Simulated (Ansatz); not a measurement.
TiTe2

```yaml
crystal:
  lattice:
    - [0.00000, 3.44206, 3.44206]
    - [3.44206, 0.00000, 3.44206]
    - [3.44206, 3.44206, 0.00000]
  atoms:
    - { symbol: Ti, position: [0.00000, 0.00000, 0.00000] }
    - { symbol: Te, position: [0.25000, 0.25000, 0.25000] }
    - { symbol: Te, position: [0.75000, 0.75000, 0.75000] }
```

Atoms are numbered in the order listed.

The structure comes from a relaxation in the same program, started in the fluorite type, and has space group Fm-3m. Whether it is a known phase or the ground state wasn't checked.

Spin–orbit coupling is left out, though it moves levels of the heavy atoms by tenths of an eV or more.

Levels of theory: DFT, PBE, all-electron LAPW, scalar-relativistic (Ansatz 0.2.0); DFT, PBE, PAW with Ansatz's default frozen-core files, scalar-relativistic (Ansatz 0.2.0).

For LAPW: a Γ-centred 10×10×10 k mesh, Fermi–Dirac smearing of 0.03 eV, basis error target 1 meV/atom, no spin polarisation. PAW takes a cutoff of 420 eV at this cell. The Ansatz runs share mesh, smearing and spin set-up. Values come from LAPW unless marked.

- Band gap: none at this level of theory (metallic, semimetallic, or a small gap that the functional closes)
- Density of states at the Fermi level (0.2 eV bin): 6.50 states/eV per cell
- Löwdin charges (with 0.20 e of the cell spilling out of the atomic basis, so their sizes and signs hang on that basis): Ti1 0.60, Te2 -0.20 e
- Bader charges (from the PAW run): Ti1 +1.33, Te2 -0.66 e
- Volume per atom: 27.19 Å³
- Pressure at this cell: 0.01 GPa
